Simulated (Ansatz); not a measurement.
**Al vacancy in Al**

Theory: Ansatz 0.2.0, DFT PBE, scalar-relativistic, plane waves, PAW. (420 eV cutoff, 7×7×7 k-mesh, Gaussian smearing of 0.10 eV, no spin polarisation)

Host crystal, relaxed:

```
Al
1.0
     0.00000    2.02081    2.02081
     2.02081    0.00000    2.02081
     2.02081    2.02081    0.00000
Al
1
Direct
  0.00000 0.00000 0.00000
```

Supercell of 16 atoms, rows in host cell vectors: 1 1 -3; 1 1 1; 1 -3 1. Atoms relax at the host's cell, keeping the symmetry that the supercell leaves at the site. The cell is small, so energies carry finite-size errors of tenths of an eV. The host is a metal. Atoms are taken from and returned to the elements' standard states.

Defect: Al vacancy at (0.000, 0.000, 0.000) of the host cell.

**Question.** What is the formation energy of the neutral defect?

**Answer.** 0.74 eV.

**Question.** Does the neutral defect carry a moment, and how do its surroundings relax?

**Answer.** The neutral run had no spin polarisation, so a moment wasn't tested. The nearest neighbours before are 12 Al at 2.86 Å; after relaxation the atoms near the site are 12 Al at 2.81 Å; the largest move is 0.05 Å.